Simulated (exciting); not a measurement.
Input of an exciting (release sodium) run:

The input input.xml:

```xml
<input>
  <title>InAs</title>
  <structure speciespath="./" tshift="false">
    <crystal scale="1.88972612463">
      <basevect>0.000000000000 2.877304000000 2.877304000000</basevect>
      <basevect>2.877304000000 0.000000000000 2.877304000000</basevect>
      <basevect>2.877304000000 2.877304000000 0.000000000000</basevect>
    </crystal>
    <species speciesfile="In.xml" rmt="2.3">
      <atom coord="0.500000000000 0.500000000000 0.500000000000"/>
    </species>
    <species speciesfile="As.xml" rmt="2">
      <atom coord="0.000000000000 0.000000000000 0.000000000000"/>
    </species>
  </structure>
  <groundstate do="fromscratch" ngridk="8 8 8" rgkmax="9" gmaxvr="14" lmaxapw="10" lmaxmat="10" lmaxvr="8" stype="Gaussian" swidth="0.00036749" nempty="10" ValenceRelativity="iora*" epsengy="1e-05" epspot="1e-05" maxscl="60" tforce="true" outputlevel="high">
    <libxc exchange="XC_GGA_X_PW91" correlation="XC_GGA_C_PW91"/>
  </groundstate>
  <properties>
    <EFG/>
    <mossbauer/>
    <DFTD2/>
  </properties>
</input>
```

Potentials or basis: all-electron LAPW+lo, shipped species files, valence relativity iora*.

Command:

```sh
$ OMP_NUM_THREADS=1 exciting_smp
```

Question: What does it give for the dispersion energy per atom?

Answer: -0.465 eV.

Question: Estimate the band gap on the k mesh.

Answer: None (metal or under the smearing width).

Caveat: the field gradient of a metal still moves by tens of percent with the k mesh; the dispersion energy is computed afterwards and isn't part of the total energy; EFG.OUT prints the tensor in atomic units and with the sign opposite to the usual one.
